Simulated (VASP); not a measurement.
# Input and output of a VASP PBE single-point calculation on PbSe (strained rocksalt)

INCAR

```
ENCUT = 520
LWAVE = .FALSE.
LASPH = .TRUE.
ISMEAR = -1
EDIFF = 1E-7
LREAL = .FALSE.
PREC = Accurate
NSW = 0
ISIF = 2
LCHARG = .FALSE.
NBANDS = 17
NELM = 120
SIGMA = 0.02
GGA = PE
IBRION = -1
```

KPOINTS

```
KPOINTS created by Atomic Simulation Environment
0
Gamma
8 8 8
0 0 0
```

KPOINTS_OPT

```
special points
7
Reciprocal
0.0000000000 0.0000000000 0.0000000000 1
0.5000000000 0.0000000000 0.5000000000 1
0.6250000000 0.2500000000 0.6250000000 1
0.3750000000 0.3750000000 0.7500000000 1
0.5000000000 0.5000000000 0.5000000000 1
0.5000000000 0.2500000000 0.7500000000 1
0.0000000000 0.0000000000 0.5000000000 1
```

POSCAR

```
Pb Se
 1.0000000000000000
    -0.1696883774000000    3.0425619308999998    3.0425619308999998
     3.0425619308999998   -0.1696883774000000    3.0425619308999998
     3.0425619308999998    3.0425619308999998   -0.1696883774000000
 Pb  Se
   1   1
Cartesian
  0.0000000000000000  0.0000000000000000  0.0000000000000000
  2.9577177421999998  2.9577177421999998  2.9577177421999998
```

VASP ran with the recommended PBE PAW datasets (20 valence electrons in the cell).

Command

```
mpirun -np 1 vasp_std
```

From OUTCAR

```
k-points           NKPTS =     65   k-points in BZ     NKDIM =     65   number of bands    NBANDS=     17

   NELECT =      20.0000    total number of electrons

   dimension x,y,z NGX =    32 NGY =   32 NGZ =   32
   dimension x,y,z NGXF=    64 NGYF=   64 NGZF=   64

  energy-cutoff  :      520.00
  volume of cell :       61.04
      direct lattice vectors                 reciprocal lattice vectors
    -0.169688377  3.042561931  3.042561931    -0.151189075  0.160119168  0.160119168
     3.042561931 -0.169688377  3.042561931     0.160119168 -0.151189075  0.160119168
     3.042561931  3.042561931 -0.169688377     0.160119168  0.160119168 -0.151189075

 k-points in reciprocal lattice and weights: KPOINTS created by Atomic Simulation Env
   0.00000000  0.00000000  0.00000000       0.002
   0.12500000  0.00000000  0.00000000       0.012
   0.25000000  0.00000000  0.00000000       0.012
   0.37500000  0.00000000 -0.00000000       0.012
   0.50000000  0.00000000  0.00000000       0.006
   0.12500000  0.12500000  0.00000000       0.012
   0.25000000  0.12500000  0.00000000       0.023
   0.37500000  0.12500000 -0.00000000       0.023
   ...

 E-fermi :   4.4089

 k-point     1 :       0.0000    0.0000    0.0000
  band No.  band energies     occupation
      1     -12.4538      2.00000
      2     -12.4538      2.00000
      3     -12.4505      2.00000
      4     -12.4255      2.00000
      5     -12.4255      2.00000
      6      -8.7524      2.00000
      7      -2.1298      2.00000
      8       2.5441      2.00000
      9       2.5441      2.00000
     10       3.1052      2.00000
     11       8.7889      0.00000
     12       8.9645      0.00000
     13       8.9645      0.00000
     14      10.6393      0.00000
     15      10.6393      0.00000
     16      11.7260      0.00000
     17      12.4366      0.00000

 k-point     2 :       0.1250    0.0000    0.0000
  band No.  band energies     occupation
      1     -12.4554      2.00000
      2     -12.4529      2.00000
      3     -12.4475      2.00000
      4     -12.4265      2.00000
      5     -12.4240      2.00000
      6      -8.6501      2.00000
      7      -2.4526      2.00000
      8       2.6001      2.00000
      9       2.7839      2.00000
     10       3.1137      2.00000
     11       7.9139      0.00000
     12       8.3601      0.00000
     13       8.3627      0.00000
     14      10.7757      0.00000
     15      10.9269      0.00000
     16      11.9081      0.00000
     17      13.4482      0.00000

 k-point     3 :       0.2500    0.0000    0.0000
  band No.  band energies     occupation
      1     -12.4605      2.00000
      2     -12.4540      2.00000
      3     -12.4372      2.00000
      4     -12.4288      2.00000
      5     -12.4194      2.00000
      6      -8.3717      2.00000
      7      -3.1846      2.00000
      8       2.7574      2.00000
      9       3.1326      2.00000
     10       3.3328      2.00000
     11       6.5352      0.00000
     12       7.3157      0.00000
     13       7.4789      0.00000
     14      11.0100      0.00000
     15      11.6711      0.00000
     16      12.7367      0.00000
     17      15.1241      0.00000

 k-point     4 :       0.3750    0.0000   -0.0000
  band No.  band energies     occupation
      1     -12.4664      2.00000
      2     -12.4561      2.00000
      3     -12.4307      2.00000
      4     -12.4266      2.00000
      5     -12.4138      2.00000
      6      -8.0271      2.00000
      7      -3.9110      2.00000
      8       2.9601      2.00000
      9       3.2110      2.00000
     10       3.9088      2.00000
     11       5.4326      0.00000
     12       6.4765      0.00000
     13       6.7760      0.00000
     14      11.7781      0.00000
     15      12.8026      0.00000
     16      13.9277      0.00000
     17      15.3322      0.00000

 k-point     5 :       0.5000    0.0000    0.0000
  band No.  band energies     occupation
      1     -12.4690      2.00000
      2     -12.4571      2.00000
      3     -12.4313      2.00000
      4     -12.4222      2.00000
      5     -12.4114      2.00000
      6      -7.8529      2.00000
      7      -4.2288      2.00000
      8       3.0654      2.00000
      9       3.2570      2.00000
     10       4.3728      1.71725
     11       4.7894      0.00000
     12       6.1471      0.00000
     13       6.5065      0.00000
     14      12.7162      0.00000
     15      13.6518      0.00000
     16      13.8198      0.00000
     17      15.2580      0.00000

 k-point     6 :       0.1250    0.1250    0.0000
  band No.  band energies     occupation
      1     -12.4566      2.00000
      2     -12.4487      2.00000
      3     -12.4483      2.00000
      4     -12.4291      2.00000
      5     -12.4232      2.00000
      6      -8.6107      2.00000
      7      -2.4807      2.00000
      8       2.3240      2.00000
      9       2.6857      2.00000
     10       3.4288      2.00000
     11       6.9953      0.00000
     12       8.7456      0.00000
     13       8.8282      0.00000
     14      10.1499      0.00000
     15      11.5832      0.00000
     16      12.1053      0.00000
     17      12.9235      0.00000

 k-point     7 :       0.2500    0.1250    0.0000
  band No.  band energies     occupation
      1     -12.4627      2.00000
      2     -12.4509      2.00000
      3     -12.4392      2.00000
      4     -12.4297      2.00000
      5     -12.4206      2.00000
      6      -8.3850      2.00000
      7      -2.9671      2.00000
      8       2.2890      2.00000
      9       2.6380      2.00000
     10       3.6209      2.00000
     11       6.1040      0.00000
     12       8.1216      0.00000
     13       8.4772      0.00000
     14      10.0459      0.00000
     15      12.1345      0.00000
     16      13.0333      0.00000
     17      14.0571      0.00000

 k-point     8 :       0.3750    0.1250   -0.0000
  band No.  band energies     occupation
      1     -12.4703      2.00000
      2     -12.4526      2.00000
      3     -12.4345      2.00000
      4     -12.4245      2.00000
      5     -12.4171      2.00000
      6      -8.0549      2.00000
      7      -3.6354      2.00000
      8       2.4170      2.00000
      9       2.7197      2.00000
     10       3.3932      2.00000
     11       5.8801      0.00000
     12       7.3303      0.00000
     13       7.7489      0.00000
     14      10.5375      0.00000
     15      12.9858      0.00000
     16      14.2443      0.00000
     17      15.3833      0.00000

 k-point     9 :       0.5000    0.1250    0.0000
  band No.  band energies     occupation
      1     -12.4735      2.00000
      2     -12.4542      2.00000
      3     -12.4324      2.00000
      4     -12.4217      2.00000
      5     -12.4146      2.00000
      6      -7.8117      2.00000
      7      -4.0867      2.00000
      8       2.2645      2.00000
      9       2.8765      2.00000
     10       3.5352      2.00000
     11       5.7325      0.00000
     12       6.9351      0.00000
     13       7.2575      0.00000
     14      11.5885      0.00000
     15      13.6372      0.00000
     16      14.1439      0.00000
     17      15.7410      0.00000

 k-point    10 :      -0.3750    0.1250    0.0000
  band No.  band energies     occupation
      1     -12.4703      2.00000
      2     -12.4545      2.00000
      3     -12.4310      2.00000
      4     -12.4260      2.00000
      5     -12.4149      2.00000
      6      -7.8773      2.00000
      7      -4.0074      2.00000
      8       1.9809      2.00000
      9       3.1536      2.00000
     10       3.9808      2.00000
     11       5.4631      0.00000
     12       6.6071      0.00000
     13       7.5956      0.00000
     14      12.1492      0.00000
     15      13.2232      0.00000
     16      13.7365      0.00000
     17      14.9665      0.00000

 k-point    11 :      -0.2500    0.1250    0.0000
  band No.  band energies     occupation
      1     -12.4628      2.00000
      2     -12.4534      2.00000
      3     -12.4375      2.00000
      4     -12.4290      2.00000
      5     -12.4170      2.00000
      6      -8.1850      2.00000
      7      -3.4828      2.00000
      8       1.9523      2.00000
      9       3.2933      2.00000
     10       3.9856      2.00000
     11       5.8138      0.00000
     12       6.7238      0.00000
     13       8.1550      0.00000
     14      11.4718      0.00000
     15      12.2995      0.00000
     16      13.5534      0.00000
     17      14.5343      0.00000

 ...

  Total       -0.3190746     -0.3190746     -0.3190746      0.3177528      0.3177528      0.3177528
  in kB       -8.3752419     -8.3752419     -8.3752419      8.3405465      8.3405465      8.3405465
  external PRESSURE =      -8.3752419 kB  Pullay stress =       0.0000000 kB

 POSITION                                       TOTAL-FORCE (eV/Angst)
 -----------------------------------------------------------------------------------
      0.00000      0.00000      0.00000         0.000000     -0.000000     -0.000000
      2.95772      2.95772      2.95772        -0.000000      0.000000      0.000000
 -----------------------------------------------------------------------------------
    total drift:                                0.000000     -0.000000     -0.000000

  FREE ENERGIE OF THE ION-ELECTRON SYSTEM (eV)
  ---------------------------------------------------
  free  energy   TOTEN  =        -8.1691346821 eV

  energy  without entropy=       -8.1689859363  energy(sigma->0) =       -8.16906031
```

```yaml
gap_between_bands_v_and_c: 0.04 eV
least_direct_gap: 0.42 eV
pressure: -0.8 GPa
```

Band v is the last that the valence electrons fill when counted band by band, and c is the next.

The run took about 40 s on one core of a shared host (Intel Xeon Platinum 8488C) and held 0.24 GiB at most.
